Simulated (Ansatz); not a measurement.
## Elastic constants of PbS: input and output

Level of theory: DFT PBEsol, scalar-relativistic, plane waves, PAW (Ansatz).

Launched with:
```bash
ansatz run input.yaml --threads 1 --pin off --max-ram 4096MiB --backend cpu --events-out ev --progress --plain --runs-dir out
```

Input (bare energies are in eV):
```yaml
crystal:
  lattice:
    - [0.0, 2.9514058993, 2.9514058993]
    - [2.9514058993, 0.0, 2.9514058993]
    - [2.9514058993, 2.9514058993, 0.0]
  atoms:
    - { symbol: Pb, position: [0.0, 0.0, 0.0] }
    - { symbol: S, position: [0.5, 0.5, 0.5] }
basis:
  ecutwfc: 420
kpoints:
  mp_grid: { grid: [10, 10, 10] }
hamiltonian:
  xc: pbesol
scf:
  occupations: { method: gaussian, width: 0.01 }
output:
  forces: true
  stress: true
  eigenvalues: true
elastic:
  mode: relaxed_ion
```

From the output:
```
--- Elastic constants: 2 strain directions × 4 members + reference (group order 48) ---
  dense FFT box of the reference and of every strained cell: 30×30×30
  strains applied: 11, 23; error gains: componentwise 1.00 (the most a stress slope's error grows in a printed constant), spectral 1.73 (1 for all six strains in a standard setting)
  C = ∂σ_k/∂η_j (tension-positive GPa; Voigt order 11 22 33 23 13 12):
       148.483     15.974     15.974      0.000      0.000     -0.000
        15.974    148.483     15.974      0.000      0.000     -0.000
        15.974     15.974    148.483     -0.000     -0.000      0.000
        -0.000      0.000      0.000     19.948     -0.000     -0.000
        -0.000      0.000      0.000      0.000     19.948      0.000
        -0.000      0.000      0.000     -0.000     -0.000     19.948
  reference stress σ⁰ (GPa):     -0.008     -0.008     -0.008      0.000     -0.000      0.000
  C* (energy form; C + prestress term) asymmetry max|C*_kj − C*_jk| = 3.553e-15 GPa — a small one proves nothing (zero by symmetry where the batch's group is 432, −43m or m−3m); a large one is finite-difference/SCF noise where every solve ...
  moduli (Voigt/Reuss/Hill, GPa): K = 60.14/60.14/60.14   G = 38.47/27.69/33.08   E = 83.86   ν = 0.268
  mechanically stable: yes (min eigenvalue of sym C = 19.95 GPa)
  strain η (Voigt 11):  stress-route row diagonal C_11 = 148.48 GPa, energy-path curvature d²(F+E_count+ΔE)/dδ²/Ω₀ = 148.49 GPa
    cells at ±δ against ±2δ: C11 148.50 and 148.53 GPa, apart by 0.03 % of the column's largest entry
         δ    σ_11 (GPa) F (eV) n_scf n_hpsi n_pw
    -4.000e-3      -0.6177      -12640.9247400       7   28903   1014   relax 0 steps, max|allowed force component| 3.94e-31 eV/Å
    -2.000e-3      -0.3091      -12640.9250370       4   21716   1018   relax 0 steps, max|allowed force component| 5.72e-30 eV/Å
     2.000e-3       0.2849      -12640.9250478       3   21322   1018   relax 0 steps, max|allowed force component| 9.37e-31 eV/Å
     4.000e-3       0.5705      -12640.9247727       5   23293   1022   relax 0 steps, max|allowed force component| 4.44e-31 eV/Å
  strain η (Voigt 23):  stress-route row diagonal C_44 = 19.95 GPa, energy-path curvature d²(F+E_count+ΔE)/dδ²/Ω₀ = 19.95 GPa
    cells at ±δ against ±2δ: C44 19.95 and 19.95 GPa, apart by 0.01 % of the column's largest entry
         δ    σ_23 (GPa) F (eV) n_scf n_hpsi n_pw
    -4.000e-3      -0.0798      -12640.9250869       7   46056   1018   relax 0 steps, max|allowed force component| 3.73e-30 eV/Å
    -2.000e-3      -0.0399      -12640.9251256       3   37992   1018   relax 0 steps, max|allowed force component| 3.55e-30 eV/Å
     2.000e-3       0.0399      -12640.9251256       3   37747   1018   relax 0 steps, max|allowed force component| 1.36e-30 eV/Å
     4.000e-3       0.0798      -12640.9250869       4   38075   1018   relax 0 steps, max|allowed force component| 7.64e-30 eV/Å
```

It took 39 s on 1 thread of Arm Neoverse V1, with other jobs on the host, peak memory 0.42 GiB.

Spin–orbit coupling is left out, which can shift energies with elements as heavy as these.